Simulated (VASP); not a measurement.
A run of VASP 6.6.1:

Contents of INCAR:

```
PREC = Accurate
ENCUT = 520
EDIFF = 1E-6
ISMEAR = -1
SIGMA = 0.1
LREAL = F
LASPH = T
NELM = 100
ALGO = Fast
ISIF = 2
LWAVE = F
LCHARG = T
GGA = PE
LELF = T
LVHAR = T
NBANDS = 9
```

File KPOINTS:

```
Automatic mesh
0
Gamma
  21 21 21
```

File POSCAR:

```
Se
1.0
    1.9545953405      1.1284861460      0.9098133761
   -1.9545953405      1.1284861460      0.9098133761
    0.0000000000     -2.2569722920      0.9098133762
Se
1
Direct
    0.0000000000      0.0000000000      0.0000000000
```

Potentials or basis: VASP PAW PBE potentials, release 64 (Se).

Launch:

```console
$ cat potpaw_PBE.64/Se/POTCAR > POTCAR
$ mpirun -np 1 vasp_std > vasp.out
```

Hardware: 1 thread of Intel(R) Xeon(R) 6975P-C (Granite Rapids), on a shared host.

**Question.** How long does it take, and how much memory?

**Answer.** Wall time 24 s on 1 thread of Intel(R) Xeon(R) 6975P-C (Granite Rapids), with other jobs on the host, peak memory 0.2 GiB. Counts: scf iterations 10, k points 891.
